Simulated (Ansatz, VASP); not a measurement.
# Cross-check of RbMnF3 between VASP and Ansatz, part 2 of 3

Wanted: the spread between two codes on one cell, functional and k mesh. Of the first pair: The two relaxations start from unlike cells of this crystal (the structure described is Ansatz's start), so only their ends are compared.

VASP 6.6.1 and Ansatz 0.2.0.

So far: The starting structure; Ansatz: relaxation of cell and atoms, BLYP.

## 3. VASP: relaxation of cell and atoms, BLYP

Level of this step: BLYP, spin-polarised from an antiferromagnetic start; plane waves and PAW (Rb_sv, Mn_pv, F) (VASP).

Its own start cell and the same functional (in two slightly different forms), mesh and smearing now go to VASP, with its own data sets.

Lines of VASP's logs that name or quote its potential files are left out, and so is its time.

INCAR reads:

```
SYSTEM = RbMnF3
PREC = Accurate
ENCUT = 600
EDIFF = 1E-07
NELM = 200
ISMEAR = 0
SIGMA = 0.02
LREAL = .FALSE.
ALGO = Normal
GGA = B5
ALDAX = 1
AGGAX = 1
AGGAC = 1
ALDAC = 0
NBANDS = 58
ISPIN = 2
MAGMOM = -0 0 4.18 -4.18 -0 -0 -0 0 0 0
LASPH = .TRUE.
LMAXMIX = 4
LORBIT = 11
LWAVE = .FALSE.
LCHARG = .FALSE.
ISIF = 3
IBRION = 2
NSW = 80
EDIFFG = -0.005
GGA_COMPAT = .FALSE.
NELMIN = 4
KPAR = 2
```

POSCAR reads:

```
RbMnF3
1.0
    4.3259238710      0.0000000000      4.3259238710
    0.0000000000      4.3259238710      4.3259238710
    0.0000000000      0.0000000000      8.6518477420
Rb Mn F
2 2 6
Direct
    0.0000000000      0.0000000000      0.0000000000
    0.0000000000      0.0000000000      0.5000000000
    0.5000000000      0.5000000000      0.7500000000
    0.5000000000      0.5000000000      0.2500000000
    0.5000000000      0.0000000000      0.0000000000
    0.5000000000      0.5000000000      0.5000000000
    0.0000000000      0.5000000000      0.0000000000
    0.5000000000      0.0000000000      0.5000000000
    0.5000000000      0.5000000000      0.0000000000
    0.0000000000      0.5000000000      0.5000000000
```

KPOINTS reads:

```
Automatic mesh
0
Gamma
6 6 6
0 0 0
```

Potentials, in the order of the species: Rb_sv, Mn_pv and F (PBE family, release 64).

Launch:

```sh
$ mpirun -np 2 vasp_std
```

Numbers of over 12 decimals in the logs are rounded to 6 here.

The program printed:

```text
[banner, memory and clock lines left out]
running    2 mpi-ranks, on    1 nodes
 distrk:  each k-point on    1 cores,    2 groups
 distr:  one band on    1 cores,    1 groups

 POSCAR found type information on POSCAR RbMnF
 POSCAR found :  3 types and      10 ions
|                                                                             |
|               ----> ADVICE to this user running VASP <----                  |
|                                                                             |
|     You enforced a specific xc type in the INCAR file but a different       |
|     [... a line on the potential file left out ...]
|     I HOPE YOU KNOW WHAT YOU ARE DOING!                                     |
|                                                                             |

 LDA part: xc-table for (Slater(with rela. corr.)+VWN5), standard interpolation
 POSCAR, INCAR and KPOINTS ok, starting setup
 FFT: planning ... GRIDC
 FFT: planning ... GRID_SOFT
 FFT: planning ... GRID
 WAVECAR not read
 entering main loop
       N       E                     dE             d eps       ncg     rms          rms(c)
DAV:   1     0.100791224367E+04    0.10079E+04   -0.50480E+04  3720   0.172E+03
DAV:   2     0.362492801192E+02   -0.97166E+03   -0.91960E+03  4036   0.453E+02
DAV:   3    -0.581078065829E+02   -0.94357E+02   -0.93405E+02  4190   0.153E+02
DAV:   4    -0.612666685092E+02   -0.31589E+01   -0.31480E+01  5126   0.250E+01
DAV:   5    -0.613424276876E+02   -0.75759E-01   -0.75722E-01  5374   0.353E+00    0.214E+01
DAV:   6    -0.545089719536E+02    0.68335E+01   -0.32446E+01  4670   0.315E+01    0.154E+01
DAV:   7    -0.545525087303E+02   -0.43537E-01   -0.23814E+00  4050   0.859E+00    0.104E+01
DAV:   8    -0.544620770755E+02    0.90432E-01   -0.21523E-01  4496   0.272E+00    0.540E+00
DAV:   9    -0.544675831957E+02   -0.55061E-02   -0.64479E-02  4230   0.183E+00    0.842E-01
DAV:  10    -0.544669997942E+02    0.58340E-03   -0.18156E-02  4294   0.585E-01    0.176E-01
DAV:  11    -0.544673786210E+02   -0.37883E-03   -0.77011E-04  4924   0.164E-01    0.970E-02
DAV:  12    -0.544675899047E+02   -0.21128E-03   -0.18474E-04  4544   0.708E-02    0.356E-02
DAV:  13    -0.544676117965E+02   -0.21892E-04   -0.38585E-05  4292   0.411E-02    0.154E-02
DAV:  14    -0.544676140012E+02   -0.22047E-05   -0.35955E-06  4464   0.967E-03    0.745E-03
DAV:  15    -0.544676143913E+02   -0.39016E-06   -0.74041E-07  4372   0.537E-03    0.253E-03
DAV:  16    -0.544676144078E+02   -0.16455E-07   -0.18797E-07  3280   0.273E-03
   1 F= -.54467614E+02 E0= -.54467614E+02  d E =-.544676E+02  mag=     0.0000
 curvature:   0.00 expect dE= 0.000E+00 dE for cont linesearch  0.000E+00
 trial: gam= 0.00000 g(F)=  0.449E-57 g(S)=  0.406E-04 ort = 0.000E+00 (trialstep = 0.100E+01)
 search vector abs. value=  0.406E-04
 bond charge predicted
       N       E                     dE             d eps       ncg     rms          rms(c)
DAV:   1    -0.544682047269E+02   -0.59034E-03   -0.11211E-02  4142   0.641E-01    0.203E-01
DAV:   2    -0.544676571684E+02    0.54756E-03   -0.19413E-03  4192   0.218E-01    0.110E-01
DAV:   3    -0.544676359713E+02    0.21197E-04   -0.10904E-04  4240   0.729E-02    0.386E-02
DAV:   4    -0.544676279760E+02    0.79952E-05   -0.16429E-05  4696   0.166E-02    0.239E-02
DAV:   5    -0.544676260675E+02    0.19085E-05   -0.49967E-06  5168   0.105E-02    0.975E-03
DAV:   6    -0.544676263011E+02   -0.23362E-06   -0.28022E-07  4152   0.381E-03    0.238E-03
DAV:   7    -0.544676264728E+02   -0.17175E-06   -0.12685E-07  2912   0.184E-03    0.990E-04
DAV:   8    -0.544676264881E+02   -0.15249E-07   -0.23371E-08  2352   0.938E-04
   2 F= -.54467626E+02 E0= -.54467626E+02  d E =-.120803E-04  mag=     0.0000
 trial-energy change:   -0.000012  1 .order   -0.000026   -0.000041   -0.000011
 step:   1.3530(harm=  1.3530)  dis= 0.00000  next Energy=   -54.467642 (dE=-0.275E-04)
 reached required accuracy - stopping structural energy minimisation
```

OUTCAR, selected parts (step 3):

```text
ion  position               nearest neighbor table
   1  0.000  0.000  0.000-   5 3.06   7 3.06   6 3.06   8 3.06  10 3.06   7 3.06   9 3.06  10 3.06
                             5 3.06   8 3.06   9 3.06   6 3.06   3 3.75   4 3.75   3 3.75   3 3.75
   2  0.000  0.000  0.500-   8 3.06  10 3.06   5 3.06   7 3.06   9 3.06   6 3.06   7 3.06  10 3.06
                             5 3.06   6 3.06   8 3.06   9 3.06   4 3.75   3 3.75   4 3.75   3 3.75
   3  0.500  0.500  0.750-   6 2.16   8 2.16   9 2.16  10 2.16   5 2.16   7 2.16   1 3.75   2 3.75
                             2 3.75   1 3.75   2 3.75   1 3.75   2 3.75   1 3.75
   4  0.500  0.500  0.250-   5 2.16   6 2.16   7 2.16   9 2.16   8 2.16  10 2.16   2 3.75   1 3.75
                             1 3.75   1 3.75   2 3.75   1 3.75   2 3.75   2 3.75
   5  0.500  0.000  0.000-   3 2.16   4 2.16   2 3.06   1 3.06   1 3.06   2 3.06
   6  0.500  0.500  0.500-   3 2.16   4 2.16   1 3.06   2 3.06   2 3.06   1 3.06
   7  0.000  0.500  0.000-   3 2.16   4 2.16   2 3.06   1 3.06   2 3.06   1 3.06
   8  0.500  0.000  0.500-   4 2.16   3 2.16   1 3.06   2 3.06   1 3.06   2 3.06
   9  0.500  0.500  0.000-   3 2.16   4 2.16   2 3.06   1 3.06   1 3.06   2 3.06
  10  0.000  0.500  0.500-   4 2.16   3 2.16   1 3.06   1 3.06   2 3.06   2 3.06

  LATTYP: Found a face centered cubic cell.
 ALAT       =     8.6518477420

 Subroutine GETGRP returns: Found 48 space group operations
 (whereof 48 operations were pure point group operations)

The static configuration has the point symmetry O_h .

 Found     16 irreducible k-points:

   k-points           NKPTS =     16   k-points in BZ     NKDIM =     16   number of bands    NBANDS=     58

   dimension x,y,z NGX =    50 NGY =   50 NGZ =   70
   dimension x,y,z NGXF=   100 NGYF=  100 NGZF=  140

   ENCUT  =  600.0 eV  44.10 Ry    6.64 a.u.  12.22 12.22 17.28*2*pi/ulx,y,z

   NELECT =      86.0000    total number of electrons

 k-points in reciprocal lattice and weights: Automatic mesh
   0.00000000  0.00000000  0.00000000       0.005
   0.16666667  0.00000000  0.00000000       0.028
   0.33333333  0.00000000  0.00000000       0.028
   0.50000000  0.00000000  0.00000000       0.014
   0.16666667  0.16666667  0.00000000       0.056
   0.33333333  0.16666667  0.00000000       0.111
   0.50000000  0.16666667  0.00000000       0.056
   0.33333333  0.33333333  0.00000000       0.056
   0.00000000  0.00000000  0.16666667       0.037
[...]
0.50000000  0.00000000  0.33333333       0.111
   0.00000000  0.00000000  0.50000000       0.019

 average (electrostatic) potential at core
       1 -36.4281       2 -36.4281       3 -71.8116       4 -71.8116       5 -77.4593
       6 -77.4593       7 -77.4593       8 -77.4593       9 -77.4593      10 -77.4593

 E-fermi :   1.7984

 spin component 1
 k-point     1 :       0.0000    0.0000    0.0000
  band No.  band energies     occupation
    ...
     39       0.5710      1.00000
     40       0.5710      1.00000
     41       0.5710      1.00000
     42       1.5414      1.00000
     43       1.5414      1.00000
     44       4.5399      0.00000
     45       4.5399      0.00000
     46       4.5399      0.00000
     47       4.5647      0.00000
     48       5.6297      0.00000
    ...

 k-point     2 :       0.1667    0.0000    0.0000
  band No.  band energies     occupation
    ...
     39       0.5705      1.00000
     40       0.6103      1.00000
     41       0.6103      1.00000
     42       1.5425      1.00000
     43       1.5951      1.00000
     44       4.5390      0.00000
     45       4.5390      0.00000
     46       4.5442      0.00000
     47       4.9778      0.00000
     48       5.5056      0.00000
    ...

 k-point     3 :       0.3333    0.0000    0.0000
  band No.  band energies     occupation
    ...
     39       0.5698      1.00000
     40       0.6735      1.00000
     41       0.6735      1.00000
     42       1.5246      1.00000
     43       1.5447      1.00000
     44       4.5529      0.00000
     45       4.5566      0.00000
     46       4.5566      0.00000
     47       5.0926      0.00000
     48       5.6410      0.00000
    ...

 k-point     4 :       0.5000    0.0000    0.0000
  band No.  band energies     occupation
    ...
     39       0.5695      1.00000
     40       0.6985      1.00000
     41       0.6985      1.00000
     42       1.4084      1.00000
     43       1.5457      1.00000
     44       4.5573      0.00000
     45       4.5740      0.00000
     46       4.5740      0.00000
     47       4.9961      0.00000
     48       5.6440      0.00000
    ...

 k-point     5 :       0.1667    0.1667    0.0000
  band No.  band energies     occupation
    ...
     39       0.6043      1.00000
     40       0.6147      1.00000
     41       0.6283      1.00000
     42       1.5645      1.00000
     43       1.6421      1.00000
     44       4.5349      0.00000
     45       4.5397      0.00000
     46       4.5470      0.00000
     47       5.3308      0.00000
     48       5.4645      0.00000
    ...

 k-point     6 :       0.3333    0.1667    0.0000
  band No.  band energies     occupation
    ...
     39       0.6077      1.00000
     40       0.6591      1.00000
     41       0.6734      1.00000
     42       1.5294      1.00000
     43       1.6275      1.00000
     44       4.5476      0.00000
     45       4.5507      0.00000
     46       4.5593      0.00000
     47       5.2013      0.00000
     48       5.5317      0.00000
    ...

  Total       -0.0138224     -0.0138224     -0.0138224      0.0000000      0.0000000      0.0000000
  in kB       -0.1368863     -0.1368863     -0.1368863      0.0000000      0.0000000      0.0000000
  external PRESSURE =      -0.1368863 kB  Pullay stress =       0.0000000 kB

  energy-cutoff  :      600.00
  volume of cell :      161.78
      direct lattice vectors                 reciprocal lattice vectors
     4.324818267  0.000000000  4.324818267     0.231223589  0.000000000 -0.000000000
     0.000000000  4.324818267  4.324818267    -0.000000000  0.231223589  0.000000000
     0.000000000  0.000000000  8.649636534    -0.115611794 -0.115611794  0.115611794

 POSITION                                       TOTAL-FORCE (eV/Angst)
 -----------------------------------------------------------------------------------
      0.00000      4.32482      4.32482         0.000000      0.000000     -0.000000
      0.00000      4.32482      8.64964         0.000000      0.000000     -0.000000
      2.16241      2.16241     10.81205         0.000000      0.000000      0.000000
      2.16241      2.16241      6.48723         0.000000     -0.000000     -0.000000
      2.16241      4.32482     15.13686         0.000000     -0.000000      0.000000
      2.16241      2.16241      8.64964         0.000000      0.000000     -0.000000
      0.00000      2.16241     10.81205        -0.000000      0.000000      0.000000
      2.16241      4.32482     10.81205         0.000000      0.000000      0.000000
      2.16241      2.16241      4.32482        -0.000000     -0.000000     -0.000000
      0.00000      2.16241      6.48723        -0.000000     -0.000000      0.000000
 -----------------------------------------------------------------------------------
    total drift:                                0.000000      0.000000      0.000000

  FREE ENERGIE OF THE ION-ELECTRON SYSTEM (eV)
  ---------------------------------------------------
  free  energy   TOTEN  =       -54.4676264881 eV

  energy  without entropy=      -54.4676264881  energy(sigma->0) =      -54.46762649

 reached required accuracy - stopping structural energy minimisation

 total charge
# of ion       s       p       d       tot
------------------------------------------
    1        1.937   5.399   0.018   7.354
    2        1.937   5.399   0.018   7.354
    3        0.155   6.131   4.959  11.245
    4        0.155   6.131   4.959  11.245
    5        1.719   4.350   0.000   6.069
    6        1.719   4.350   0.000   6.069
    7        1.719   4.350   0.000   6.069
    8        1.719   4.350   0.000   6.069
    9        1.719   4.350   0.000   6.069
   10        1.719   4.350   0.000   6.069
--------------------------------------------------
tot         14.500  49.159   9.954  73.613

 magnetization (x)
# of ion       s       p       d       tot
------------------------------------------
    1        0.000   0.000   0.000   0.000
    2        0.000   0.000   0.000   0.000
    3        0.007   0.007   4.485   4.498
    4       -0.007  -0.007  -4.485  -4.498
    5        0.000   0.000   0.000   0.000
    6        0.000   0.000   0.000   0.000
    7        0.000   0.000   0.000   0.000
    8        0.000   0.000   0.000   0.000
    9        0.000   0.000   0.000   0.000
   10        0.000   0.000   0.000   0.000
--------------------------------------------------
tot         -0.000   0.000   0.000  -0.000

[... 1 further part left out ...]
```

The magnetic state follows from one typed start and may not be the lowest.

## 4. Side by side

Known differences besides the potentials themselves: VASP starts from the moments at which Ansatz ended; the data sets hold 90 valence electrons in Ansatz (on its default PAW (the set named soft_2) files) and 86 in VASP; the cutoff is 420 eV in Ansatz and 600 eV in VASP; Ansatz makes its cores anew for this functional, VASP keeps those of its PBE data sets; VASP's log shows a relativistic correction to its local exchange, Ansatz's none; Ansatz adds a Pulay correction to the stress that steers its cell, VASP none; site moments are counted in spheres of each program's own size. Total energies have different zeros and are not compared.

The two programs side by side:

```tsv
quantity	Ansatz	VASP	difference
volume (Å³)	161.89	161.78	+0.07 %
edge a after relaxation, in the typed setting (Å)	6.118	6.116	+0.02 %
edge c after relaxation, in the typed setting (Å)	8.652	8.650	+0.02 %
moment on Mn4 (μB)	-4.18	-4.50	+0.32
moment on Mn3 (μB)	4.18	4.50	-0.32
```

## 5. Ansatz: relaxation of cell and atoms, PBEsol, DFT+U

The relaxed volume is the usual yardstick between codes: in a stiff, nearly cubic crystal its relative difference is about their pressure difference at one cell divided by the bulk modulus.

The cell is taken from a series of runs on this material, whose earlier steps may have relaxed, scaled, displaced or heated it; both programs get it as it stands.

input.yaml reads:

```yaml
crystal:
  lattice:
    - [4.23247214, 0.0, 4.23247214]
    - [0.0, 4.23247214, 4.23247214]
    - [0.0, 0.0, 8.46494428]
  atoms:
    - { symbol: Rb, position: [0.0, 0.0, 0.0] }
    - { symbol: Mn, position: [0.5, 0.5, 0.75], spin: 4.0 }
    - { symbol: F, position: [0.5, 0.0, 0.0] }
    - { symbol: F, position: [0.5, 0.5, 0.5] }
    - { symbol: F, position: [0.0, 0.5, 0.0] }
    - { symbol: Rb, position: [0.0, 0.0, 0.5] }
    - { symbol: Mn, position: [0.5, 0.5, 0.25], spin: -4.0 }
    - { symbol: F, position: [0.5, 0.0, 0.5] }
    - { symbol: F, position: [0.5, 0.5, 0.0] }
    - { symbol: F, position: [0.0, 0.5, 0.5] }
kpoints:
  mp_grid: { grid: [6, 6, 6] }
hamiltonian:
  xc: pbesol
  hubbard:
    sites: [{ species: Mn, l: d, u_eff: 3.9 }]
    projectors: ortho-atomic
scf:
  occupations: { method: gaussian, width: 0.02 }
output:
  forces: true
  stress: true
  eigenvalues: true
  populations: true
magnetization:
  spin_polarized: true
relax:
  adjacent_minimum: "off"
  f_tol: 0.005
  max_steps: 60
  cell: { stress_tol: 0.03 }
```

Launch:

```sh
$ ansatz run input.yaml --threads 8 --pin off --max-ram 16384MiB --backend cpu --events-out ev --progress --plain --runs-dir out
```

The program printed:

```text
[...]
Crystal: 10 atoms, lattice volume = 151.639 Å³
Basis set: ecut = 420 eV, 2975 PW (Γ), exchange–correlation on 90×90×120 points (8 copies of the dense FFT grid, shifted against one another)
Bands: 59, of which v1, the nominal top of the filled ones, is band 45 counted from 1 (44 counted from 0)
Symmetry: 48 space group operations
[...]
site symbol       q [e]    m [muB]
     0     Rb      8.1717     0.0000
     1     Mn     13.5808     4.7611
     2      F      7.6893    -0.0000
     3      F      7.6893    -0.0000
     4      F      7.6893    -0.0000
     5     Rb      8.1717     0.0000
     6     Mn     13.5808    -4.7611
     7      F      7.6893    -0.0000
     8      F      7.6893    -0.0000
     9      F      7.6893    -0.0000
  spilling = 0.003994 (of n_electrons = 90.000000)
[key lines of the parts left out:]
SCF converged after 6 iterations
Magnetization: 0.0000 μB (45.0000 up, 45.0000 down)
Free energy (F): -18981.400969 eV
Fermi energy:    7.158931 eV
P = ⅓ Tr σ = 0.0051 GPa (0.051 kbar)
```

[end of part 2 of 3]

[Lines on the potential files, build, host, timing and source positions are cut from VASP's logs without a mark.]

[Logs are printed without paths, hosts, clocks, repeated set-up lines and the standing remarks that a program may print on its own settings, such as how far it seeks lower states.]

[Hosts, paths, dates, database ids (printed as entryN), source tags and the programs' standing remarks are cut or masked in the printed files.]
